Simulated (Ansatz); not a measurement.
Input of an Ansatz 0.2.0 run:

Contents of input.yaml:

```yaml
crystal:
  lattice:
    - [1.4973312015, 0.8644845722, 6.9815443949]
    - [-1.4973312015, 0.8644845722, 6.9815443949]
    - [0.0, -1.7289691445, 6.9815443949]
  atoms:
    - { symbol: Ti, position: [0.0, 0.0, 0.0] }
    - { symbol: O, position: [0.379533, 0.379533, 0.379533] }
    - { symbol: O, position: [0.620467, 0.620467, 0.620467] }
hamiltonian:
  xc: { exchange: r2scan, correlation: r2scan, exx: { coeff: 0.1 } }
  pseudopotentials: { kind: paw }
kpoints:
  mp_grid: { grid: [6, 6, 6] }
scf:
  occupations: { method: fermi_dirac, width: 0.05 }
output:
  forces: true
  stress: true
  eigenvalues: true
```

Potentials or basis: Ansatz PAW.

Run with:

```console
$ ansatz run input.yaml --threads 2 --pin off --max-ram 5632MiB --backend cpu --events-out ev --progress --plain --runs-dir out
```

(1) Predict the largest force.

(2) Estimate the pressure.

(3) Predict the band gap on the k mesh.

Results:

(1) 0.641 eV/Å.

(2) -4.7 GPa.

(3) 3.95 eV, indirect (least direct gap 4.14 eV).

Caveat: the PAW data sets come from PBE, with cores solved anew for the run's functional, which leaves a small shift of forces and pressure; the thresholds are loose for stress.
